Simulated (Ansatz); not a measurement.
# MgF2: the band gap up the ladder of functionals

An exercise on one series of results from a longer session: the logs are not shown, and one member is left open.

Code: Ansatz 0.2.0. PAW datasets, plane waves. Calculated at 0 K for a non-magnetic cell.

## Starting point

The cell was relaxed beforehand with r2SCAN.

It is tetragonal, P4_2/mnm (No. 136); conventional cell a = 4.622 Å, c = 3.046 Å, 10.85 Å³ an atom. Around Mg lie 6 F at 1.98–1.99 Å; around F lie 3 Mg at 1.98–1.99 Å.

Structure file:

```
Mg F
1.0
     4.62202    0.00000    0.00000
     0.00000    4.62202    0.00000
     0.00000    0.00000    3.04611
Mg F
2 4
Cartesian
  2.3110 2.3110 1.5231
  0.0000 0.0000 0.0000
  3.2218 3.2218 0.0000
  3.7113 0.9108 1.5231
  1.4002 1.4002 0.0000
  0.9108 3.7113 1.5231
```

The first run:

Contents of input.yaml:

```yaml
crystal:
  lattice:
    - [4.6220163432, 0.0, 0.0]
    - [0.0, 4.6220163432, 0.0]
    - [0.0, 0.0, 3.046114601]
  atoms:
    - { symbol: Mg, position: [0.5, 0.5, 0.5] }
    - { symbol: Mg, position: [0.0, 0.0, 0.0] }
    - { symbol: F, position: [0.6970491921, 0.6970491921, 0.0] }
    - { symbol: F, position: [0.8029508079, 0.1970491921, 0.5] }
    - { symbol: F, position: [0.3029508079, 0.3029508079, 0.0] }
    - { symbol: F, position: [0.1970491921, 0.8029508079, 0.5] }
kpoints:
  mp_grid: { grid: [6, 6, 8] }
  band_path:
    path:
      - [[0.0, 0.0, 0.0], [-5.979053354814e-52, 0.5, 0.0], [0.5, 0.5, 0.0], [0.0, 0.0, 0.0], [0.0, 0.0, 0.5], [-5.979053354814e-52, 0.5, 0.5], [0.5, 0.5, 0.5], [0.0, 0.0, 0.5]]
      - [[-5.979053354814e-52, 0.5, 0.0], [-5.979053354814e-52, 0.5, 0.5]]
      - [[0.5, 0.5, 0.0], [0.5, 0.5, 0.5]]
    npoints: 10
hamiltonian:
  xc: pbe
scf:
  occupations: { method: fermi_dirac, width: 0.02 }
  n_extra_bands: 5
output:
  forces: true
  stress: true
  eigenvalues: true
```

The run is started by

```sh
$ ansatz run input.yaml --threads 2 --pin off --max-ram 29491MiB --backend cpu --events-out ev --progress --plain --runs-dir out
```

Among the steps run: Band structure with PBE; Single point with r2SCAN; HSE06; Single point with PBE0; LDA; DDH-PBE0 at the same geometry; LC-ωPBE at the same geometry.

One of the session's tables, all rows but one given; the rest of the session is left out.

```
   level  gap (eV)
     PBE      7.16
  r2SCAN      8.07
   HSE06      9.47
    PBE0         ?
     LDA      6.81
DDH-PBE0     13.33
 LC-ωPBE     15.30
```

Q: Estimate the row for PBE0 from the others.

**Answer.** gap (eV): 10.24. In the column «gap (eV)» it lies between HSE06 (9.47) and DDH-PBE0 (13.33).

Meshes: PBE 6×6×8, r2SCAN 6×6×8, HSE06 4×4×6, PBE0 4×4×6, LDA 6×6×8, DDH-PBE0 4×4×6, LC-ωPBE 4×4×6.

In words: LDA gives the least gap, 6.81 eV, and LC-ωPBE the largest, 15.30 eV. Against HSE06, PBE is short by 2.31 eV, at 76 % of it, and r2SCAN 85 %. PBE0 lies 0.77 eV above HSE06, which differs from it by screening the long-range exchange.

Limits of these values: Warnings in the runs' records: stress scf threshold loose, stress exchange threshold loose.
